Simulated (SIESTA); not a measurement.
**Sn under changes of volume**

One of the cells (27.353 Å³/atom); the others are scaled copies at fixed shape and fractional positions:

```
CELL_PARAMETERS angstrom
-2.02919 2.02919 1.66076
2.02919 -2.02919 1.66076
2.02919 2.02919 -1.66076
ATOMIC_POSITIONS crystal
Sn 0.00000 0.00000 0.00000
```

This isn't the form of Sn at room conditions, which is tetragonal (white tin).

```yaml
Program: SIESTA 5.4.2
Functional: PBEsol
Potentials_or_basis: PseudoDojo 0.4 standard (PBEsol files)
Basis: DZP (energy shift 0.003 Ry; two zetas on semicore shells)
Grid_cutoff: 500 Ry
Energy_shift: 0.003 Ry
k_mesh: 10 × 10 × 10
Occupations: fermi-dirac, width 0.05 eV
Spin: no spin polarisation
```

| volume (Å³/atom) | energy over the lowest point (meV/atom) | pressure (GPa) |
| --- | --- | --- |
| 25.712 | 8.34 | 2.6 |
| 26.259 | 2.15 | 1.2 |
| 26.806 | 0.00 | 0.1 |
| 27.353 | 1.77 | -1.0 |
| 27.901 | ? | ? |
| 28.448 | 15.11 | -2.7 |
| 28.995 | 25.95 | -3.5 |

Task: What does the run at 27.901 Å³/atom give?

Result: Energy over the lowest point 7.06 meV/atom; pressure -1.9 GPa.

Worked out: A Birch-Murnaghan fit of order 3 (a polynomial in V^(-2/3)) to the other rows has its minimum at 26.82 Å³/atom with B0 = V·E''(V) = 54 GPa and B' = 4.4 at fixed shape and positions, which overstates the stiffness. It gives 6.91 meV/atom at 27.901 Å³/atom, against the run's 7.06, and -dE/dV = -2.0 GPa, against -1.9.

Energies are extrapolated to zero smearing.

Caveats: the basis of atomic orbitals isn't converged, which shifts pressures, moduli and gaps.
